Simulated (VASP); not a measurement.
## Zn: single point with PBE

Zn:

```xyz
1
Lattice="-1.5660 1.5660 1.5660 1.5660 -1.5660 1.5660 1.5660 1.5660 -1.5660" Properties=species:S:1:pos:R:3 pbc="T T T"
Zn    0.0000    0.0000    0.0000
```

This isn't the form of Zn at room conditions, which is hcp.

| Item | Value |
| --- | --- |
| Program | VASP 6.6.1 |
| Task | single point |
| Functional | PBE |
| Potentials or basis | VASP PAW PBE potentials, release 64 (Zn) |
| Cutoff | 520 eV |
| k mesh | 18 × 18 × 18 |
| Occupations | gaussian, width 0.1 eV |
| Spin | no spin polarisation |

- Pressure: 0.3 GPa
- Band gap on the k mesh: none (metal or under the smearing width)

Levels at points of the mesh, in eV from the Fermi level:
```tsv
k point	band 4	band 5	band 6	band 7	band 8	band 9
(0.00, 0.00, 0.00)	-7.76	-7.26	-7.26	19.07	19.07	19.07
(0.50, 0.00, 0.00)	-7.23	-6.92	-2.66	-0.97	11.33	12.71
(0.50, 0.50, 0.50)	-7.00	-7.00	4.20	4.20	4.20	7.52
```

Run time: 16 s on 1 thread of AMD EPYC 7R43 64-Core Processor (Zen 3), with other jobs on the host, peak memory 0.12 GiB.
